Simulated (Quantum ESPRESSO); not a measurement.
**Equation of state of ZrC under PBE+D3(BJ)**

Symmetry: Fm-3m, No. 225, cubic system. Conventional cell: a = 4.730 Å, b = 4.730 Å, c = 4.730 Å, α = 90.00°, β = 90.00°, γ = 90.00°. Around Zr (site symmetry m-3m) lie 6 C at 2.37 Å. Around C (site symmetry m-3m) lie 6 Zr at 2.37 Å.

The cell was scaled at fixed shape and fractions and run with Quantum ESPRESSO, PseudoDojo 0.4.1 SR PBE standard, cutoff 1116 eV; PBE+D3(BJ), k mesh 10 × 10 × 10 on the cell of 2 atoms, fermi-dirac occupations of 0.05 eV, no spin polarisation, no spin-orbit coupling. Energies are those that the program minimises, any entropy of the smearing included. For a metal such a mesh isn't converged to the digits shown.

| V (Å³/atom) | energy over the lowest row (meV/atom) |
| --- | --- |
| 12.4343 | 7.72 |
| 12.6989 | 0.00 |
| 12.9634 | 0.53 |
| 13.2280 | 8.48 |
| 13.4925 | ? |
| 13.7571 | 43.79 |
| 14.0217 | 69.88 |

Question: Fit the third-order Birch-Murnaghan form, give V0, B0 and B′, and predict the energy left open.

Answer: With y = (V0/V)^(2/3), E = E0 + (9 V0 B0/16) [(y - 1)³ B′ + (y - 1)² (6 - 4y)]. Least squares through the rows shown give V0 = 12.8122 Å³/atom, E0 = -0.73 meV, B0 = 231.0 GPa (1 eV/Å³ = 160.218 GPa) and B′ = 4.10, with a largest miss of 0.02 meV. At V = 13.4925 the form with these constants gives 23.12 meV; the run gave 23.11 meV an atom. Measured volume: 12.96 Å³/atom (a printed reference work), so the fit lies -1.1 % from it. The runs are for a static lattice.
